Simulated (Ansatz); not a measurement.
Input of an Ansatz 0.2.0 run:

The input input.yaml:

```yaml
crystal:
  lattice:
    - [3.35, 0.0, 0.0]
    - [-1.675, 2.9011851027, 0.0]
    - [0.0, 0.0, 5.86]
  atoms:
    - { symbol: Ta, position: [0.0, 0.0, 0.0] }
    - { symbol: S, position: [0.6666666667, 0.3333333333, 0.75] }
    - { symbol: S, position: [0.3333333333, 0.6666666667, 0.25] }
hamiltonian:
  xc: pbesol
  pseudopotentials: { kind: paw }
kpoints:
  mp_grid: { grid: [9, 9, 5] }
  band_path:
    path:
      - [[0.0, 0.0, 0.0], [0.5, 0.0, 0.0], [0.3333333333, 0.3333333333, 0.0], [0.0, 0.0, 0.0], [0.0, 0.0, 0.5], [0.5, 0.0, 0.5], [0.3333333333, 0.3333333333, 0.5], [0.0, 0.0, 0.5]]
      - [[0.5, 0.0, 0.5], [0.5, 0.0, 0.0]]
      - [[0.3333333333, 0.3333333333, 0.0], [0.3333333333, 0.3333333333, 0.5]]
    npoints: 14
scf:
  occupations: { method: fermi_dirac, width: 0.05 }
  n_extra_bands: 7
output:
  forces: true
  stress: true
  eigenvalues: true
  fatbands: false
```

Potentials or basis: Ansatz PAW.

Command:

```console
$ ansatz run input.yaml --threads 2 --pin off --max-ram 5120MiB --backend cpu --events-out ev --progress --plain --runs-dir out
```

Task: What does it give for the pressure?

Result: 4.4 GPa.

Task: Estimate the band gap on the k mesh.

Result: None (metal or under the smearing width).

Levels at the corners of the path, in eV from the Fermi level:
```csv
point,band 10,band 11,band 12,band 13,band 14,band 15
Γ,-1.29,-0.74,-0.74,0.02,0.02,0.26
M,-4.08,-3.44,-2.23,-0.80,2.46,3.00
K,-3.78,-3.78,-3.17,1.15,2.15,2.15
Γ,-1.29,-0.74,-0.74,0.02,0.02,0.26
A,-3.57,-0.88,-0.88,-0.01,-0.01,1.25
L,-4.21,-2.20,-1.95,-1.26,2.45,2.99
H,-3.78,-3.51,-3.51,1.24,1.46,1.46
A,-3.57,-0.88,-0.88,-0.01,-0.01,1.25
L,-4.21,-2.20,-1.95,-1.26,2.45,2.99
M,-4.08,-3.44,-2.23,-0.80,2.46,3.00
K,-3.78,-3.78,-3.17,1.15,2.15,2.15
H,-3.78,-3.51,-3.51,1.24,1.46,1.46
```

Caveat: spin-orbit coupling is left out, which moves the levels of the heavy elements; this functional lacks dispersion, which binds the layers, so the pressure and a relaxed spacing across them are unreliable; the PAW data sets come from PBE, with cores solved anew for the run's functional, which leaves a small shift of forces and pressure.
